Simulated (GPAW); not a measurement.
# Au (Im-3m) in GPAW: single point with PBE

Aim: the single point of Au with PBE.

All numbers are computed with GPAW 26.7.0; they aren't measurements. Logs are shortened: lines on timing, memory, paths and dates and some standing lists are left out, and cuts for length are marked. The log counts tension as positive stress, the text compression.

### Step 1. Starting point

Symmetry: Im-3m, No. 229, cubic system. The conventional cell has a = 3.315 Å, b = 3.315 Å, c = 3.315 Å, α = 90.00°, β = 90.00°, γ = 90.00°. Around Au (site symmetry m-3m) lie 8 Au at 2.87 Å.

This isn't the form of Au at room conditions, which is fcc.

### Step 2. Single point, PBE

Contents of run.py:

```python
from ase import Atoms
from ase.dft.bandgap import bandgap
from ase.io import write
from ase.units import GPa
from gpaw import GPAW, PW

atoms = Atoms(['Au'],
              cell=[[-1.657269, 1.657269, 1.657269],
                    [1.657269, -1.657269, 1.657269],
                    [1.657269, 1.657269, -1.657269]],
              scaled_positions=[[0.0, 0.0, 0.0]],
              pbc=True)

calc = GPAW(mode=PW(500),
            xc='PBE',
            kpts={'size': (9, 9, 9), 'gamma': True},
            occupations={'name': 'fermi-dirac', 'width': 0.05},
            nbands=14,
            maxiter=120,
            txt='gpaw.txt')
atoms.calc = calc
energy = atoms.get_potential_energy()
forces = atoms.get_forces()
stress = atoms.get_stress()
calc.write('gs.gpw')
write('result.traj', atoms)
print(f'Energy: {energy:.6f} eV')
print('Forces (eV/A):')
print(forces.round(4))
print('Stress (GPa):', (stress / GPa).round(3))
print('Fermi level:', round(calc.get_fermi_level(), 4), 'eV')
print(f'Gap: {bandgap(calc)[0]:.4f} eV, direct: {bandgap(calc, direct=True)[0]:.4f} eV')
```

Potentials or basis: GPAW PAW data sets (gpaw-data 1.2.1), pw.

Launch:

```sh
$ OMP_NUM_THREADS=1 python run.py
```

gpaw.txt:

```text
__  _  _
 | _ |_)|_||  |
 |__||  | ||/\| - 26.7.0

Input parameters:
  mode=PW(ecut=500.0),
  kpts=MonkhorstPack(size=(9, 9, 9), gamma=True),
  maxiter=120,
  nbands=14,
  occupations=Occupations(name='fermi-dirac', width=0.05),
  xc=XC(name='PBE')

Diagonalizing LCAO Hamiltonian
Converting LCAO to pw mode

       Au

Atoms  # Å, Bohr magnetons
|   | symbol |        x |        y |        z |    initial magnetic moments |
|---|--------|----------|----------|----------|-----------------------------|
| 0 |     Au | 0.000000 | 0.000000 | 0.000000 | ( 0.0000,  0.0000,  0.0000) |

Unit cell  # Å
| periodic |         x |         y |         z |  lengths |     angles |
|----------|-----------|-----------|-----------|----------|------------|
|      yes | -1.657269 |  1.657269 |  1.657269 | 2.870474 | 109.471221 |
|      yes |  1.657269 | -1.657269 |  1.657269 | 2.870474 | 109.471221 |
|      yes |  1.657269 |  1.657269 | -1.657269 | 2.870474 | 109.471221 |

Number of symmetries: 48
Symmetry operations  # r_c * U_cc + t_c -> r_c
|    | kind |            matrix            |
|----|------|------------------------------|
|  0 |  σ   |  1, 1, 1,  0, 0,-1,  0,-1, 0 |
|  1 |  C4  |  1, 1, 1,  0, 0,-1, -1, 0, 0 |
|  2 |  C2  |  1, 1, 1,  0,-1, 0,  0, 0,-1 |
|  3 |  S6  |  1, 1, 1,  0,-1, 0, -1, 0, 0 |
|  4 |  S6  |  1, 1, 1, -1, 0, 0,  0, 0,-1 |
|  5 |  C4  |  1, 1, 1, -1, 0, 0,  0,-1, 0 |
|  6 |  E   |  1, 0, 0,  0, 1, 0,  0, 0, 1 |
|  7 |  σ   |  1, 0, 0,  0, 1, 0, -1,-1,-1 |
|  8 |  σ   |  1, 0, 0,  0, 0, 1,  0, 1, 0 |
|  9 |  C3  |  1, 0, 0,  0, 0, 1, -1,-1,-1 |
| 10 |  C3  |  1, 0, 0, -1,-1,-1,  0, 1, 0 |
| 11 |  σ   |  1, 0, 0, -1,-1,-1,  0, 0, 1 |
| 12 |  σ   |  0, 1, 0,  1, 0, 0,  0, 0, 1 |
| 13 |  C2  |  0, 1, 0,  1, 0, 0, -1,-1,-1 |
| 14 |  C3  |  0, 1, 0,  0, 0, 1,  1, 0, 0 |
| 15 |  S4  |  0, 1, 0,  0, 0, 1, -1,-1,-1 |
| 16 |  S4  |  0, 1, 0, -1,-1,-1,  1, 0, 0 |
| 17 |  C3  |  0, 1, 0, -1,-1,-1,  0, 0, 1 |
| 18 |  C3  |  0, 0, 1,  1, 0, 0,  0, 1, 0 |
| 19 |  S4  |  0, 0, 1,  1, 0, 0, -1,-1,-1 |
| 20 |  σ   |  0, 0, 1,  0, 1, 0,  1, 0, 0 |
| 21 |  C3  |  0, 0, 1,  0, 1, 0, -1,-1,-1 |
| 22 |  C2  |  0, 0, 1, -1,-1,-1,  1, 0, 0 |
| 23 |  S4  |  0, 0, 1, -1,-1,-1,  0, 1, 0 |
| 24 |  C4  |  0, 0,-1,  1, 1, 1,  0,-1, 0 |
| 25 |  σ   |  0, 0,-1,  1, 1, 1, -1, 0, 0 |
| 26 |  S6  |  0, 0,-1,  0,-1, 0,  1, 1, 1 |
| 27 |  C2  |  0, 0,-1,  0,-1, 0, -1, 0, 0 |
| 28 |  C4  |  0, 0,-1, -1, 0, 0,  1, 1, 1 |
| 29 |  S6  |  0, 0,-1, -1, 0, 0,  0,-1, 0 |
| 30 |  S6  |  0,-1, 0,  1, 1, 1,  0, 0,-1 |
| 31 |  C4  |  0,-1, 0,  1, 1, 1, -1, 0, 0 |
| 32 |  C4  |  0,-1, 0,  0, 0,-1,  1, 1, 1 |
| 33 |  S6  |  0,-1, 0,  0, 0,-1, -1, 0, 0 |
| 34 |  σ   |  0,-1, 0, -1, 0, 0,  1, 1, 1 |
| 35 |  C2  |  0,-1, 0, -1, 0, 0,  0, 0,-1 |
| 36 |  C2  | -1, 0, 0,  1, 1, 1,  0, 0,-1 |
| 37 |  S6  | -1, 0, 0,  1, 1, 1,  0,-1, 0 |
| 38 |  S6  | -1, 0, 0,  0, 0,-1,  1, 1, 1 |
| 39 |  C2  | -1, 0, 0,  0, 0,-1,  0,-1, 0 |
| 40 |  C2  | -1, 0, 0,  0,-1, 0,  1, 1, 1 |
| 41 |  i   | -1, 0, 0,  0,-1, 0,  0, 0,-1 |
| 42 |  S4  | -1,-1,-1,  1, 0, 0,  0, 1, 0 |
| 43 |  C3  | -1,-1,-1,  1, 0, 0,  0, 0, 1 |
| 44 |  C3  | -1,-1,-1,  0, 1, 0,  1, 0, 0 |
| 45 |  σ   | -1,-1,-1,  0, 1, 0,  0, 0, 1 |
| 46 |  S4  | -1,-1,-1,  0, 0, 1,  1, 0, 0 |
| 47 |  C2  | -1,-1,-1,  0, 0, 1,  0, 1, 0 |

BZ-sampling:
  Number of BZ points: 729
  Number of IBZ points: 35

  Monkhorst-Pack size: [9, 9, 9]
  Monkhorst-Pack shift: [0, 0, 0]

K-points  # in reciprocal-cell coordinates
|     |                                coordinates |     weight |
|-----|--------------------------------------------|------------|
|   0 | (  0.00000000,   0.00000000,   0.00000000) | 0.00137174 |
|   1 | (  0.11111111,   0.00000000,   0.00000000) | 0.01646091 |
|   2 | (  0.11111111,   0.11111111,  -0.11111111) | 0.00823045 |
|   3 | (  0.22222222,   0.00000000,  -0.11111111) | 0.03292181 |
|   4 | (  0.22222222,   0.00000000,   0.00000000) | 0.01646091 |
|   5 | (  0.22222222,   0.11111111,  -0.11111111) | 0.03292181 |
|   6 | (  0.22222222,   0.22222222,  -0.22222222) | 0.00823045 |
|   7 | (  0.33333333,  -0.11111111,  -0.11111111) | 0.01097394 |
|   8 | (  0.33333333,   0.00000000,  -0.11111111) | 0.06584362 |
|   9 | (  0.33333333,   0.00000000,   0.00000000) | 0.01646091 |
| ... |                                            |            |
|  34 | (  0.44444444,   0.44444444,   0.44444444) | 0.01097394 |

Plane wave coefficients: 473
Cutoff: 500.0 eV

Spin-components: 1 (collinear spins)
Bands:           14
Projectors:      6
Spin-degeneracy: 2
Datatype:        complex128

Parallelization:
  kpt:    1
  domain: 1
  band:   1

Density:
  Valence electrons: 11.0
  Components: 1
  Grid points: [15 15 15]
  Charge: 0.0  # |e|

Potential:
  Grid points: [15 15 15]

species:
  Au:
    name:    Gold
    Z:       79.0
    valence: 11
    core:    68
    charge:  0.0  # [|e|]
    compensation charges:
      type: gauss
      rc: 0.42  # [Å]
      lmax: 2
    cutoffs:
      filter: 2.33  # [Å]
      core: 2.81  # [Å]
    projectors
    | kind |    occ | energy [eV] | rcut [Å] |
    |------|--------|-------------|----------|
    |   6s |  1.000 |      -5.728 |    1.323 |
    |   6p |  0.000 |      -0.775 |    1.323 |
    |   5d | 10.000 |      -6.891 |    1.323 |
    |    s |        |      21.484 |    1.323 |
    |    p |        |      26.436 |    1.323 |
    |    d |        |      20.321 |    1.323 |

    Using partial waves for Au as LCAO basis

Reference energy: -516598.271109  # eV

eigensolver:
  PPCG
  Converge bands: occupied
  niter=2

density mixing:
  MSR1-Mixer
  Pratt-step length: 0.05
  Maximum mixing coefficient: 0.75
  Old densities: 10
  SVD Regularization: 0.005
  Good broyden scale: 1.0
  Trust region scale: 1.0
  Backstep threshold: 4.0
  History deletion threshold: 6.0
  Fourier metric: weight=20.0, sigma=0.015

occupation numbers:
  Fermi-Dirac:
    width: 0.0500  # eV

poisson solver:
  ecut: 4000.0  # eV

xc functional:
  name: PBE with 2 nearest neighbor stencil

convergence criteria:
- Maximum [total energy] change in last 3 cyles: 0.0005 eV / valence electron
- Maximum integral of absolute [dens]ity change: 0.0001 electrons / valence electron
- Maximum integral of absolute [eigenst]ate change: 4e-08 eV^2 / valence electron
maximum number of iterations: 120

SCF iterations
|iter     | |      energy | eigst |  dens |
|---------|-|-------------|-------|-------|
|iter:   1| |   -3.411619 | -0.48 |       |
|iter:   2| |   -3.351892 | -2.84 | -1.10 |
|iter:   3| |   -3.136944 | -2.23 | -1.15 |
|iter:   4| |   -3.134992 | -4.53 | -2.07 |
|iter:   5| |   -3.134399c| -4.50 | -2.36 |
|iter:   6| |   -3.134397c| -6.73 | -3.82 |
|iter:   7| |   -3.134396c| -7.55c| -4.12c|

Converged in 7 steps
Energy contributions relative to reference atoms: (reference = -516598.271109)

Energy contributions:
  Kinetic:          -9.239488
  Coulomb:           7.455307
  Zero:              0.138181
  External:          0.000000
  Xc:               -1.485813
  Entropy:          -0.005166
  Spinorbit:         0.000000
  ----------------------------
  Free energy:      -3.136979
  Extrapolated:     -3.134396

dipole moment: (-5.653468, -5.653468, -5.653468)  # |e|*Ang

Fermi level: 8.738
Eigenvalues  # (at kpt = [0.000, 0.000, 0.000])
| band index |      eig [eV] | occ [0-2] |
|------------|---------------|-----------|
|          0 |        -0.284 |     2.000 |
|          1 |         4.363 |     2.000 |
|          2 |         4.363 |     2.000 |
|          3 |         4.363 |     2.000 |
|          4 |         6.088 |     2.000 |
|          5 |         6.088 |     2.000 |
|          6 |        26.503 |     0.000 |
|          7 |        26.503 |     0.000 |
|          8 |        26.503 |     0.000 |
|          9 |        32.290 |     0.000 |
|         10 |        32.290 |     0.000 |
|         11 |        32.290 |     0.000 |
|         12 |        33.221 |     0.000 |
|         13 |        33.221 |     0.000 |

No gap
No difference between direct/indirect transitions

Forces  # eV/Ang
|        x |        y |        z |
|----------|----------|----------|
| -0.00000 | -0.00000 | -0.00000 |  # Au   0

Stress tensor  # eV/Ang^3
|         x |         y |         z |
|-----------|-----------|-----------|
| -0.004020 |  0.000000 |  0.000000 |
|  0.000000 | -0.004020 |  0.000000 |
|  0.000000 |  0.000000 | -0.004020 |

# Writing to gs.gpw (mode='')
```

It took 4.8 s on 1 thread of Arm Neoverse V1, shared host; peak memory 0.12 GiB.

Results:

| Item | Value |
| --- | --- |
| Free energy | -3.1370 eV |
| Pressure | 0.6 GPa |
| Band gap on the k mesh | none (metal or under the smearing width) |

Caveat: with this Au data set, volumes or pressures lay over 1.5 % or 2 GPa off other programs in two to four cells of ten; the cutoff is short for stress and forces, so pressures can be off by a GPa or more. Spin-orbit coupling is left out, which matters for the levels of Au.
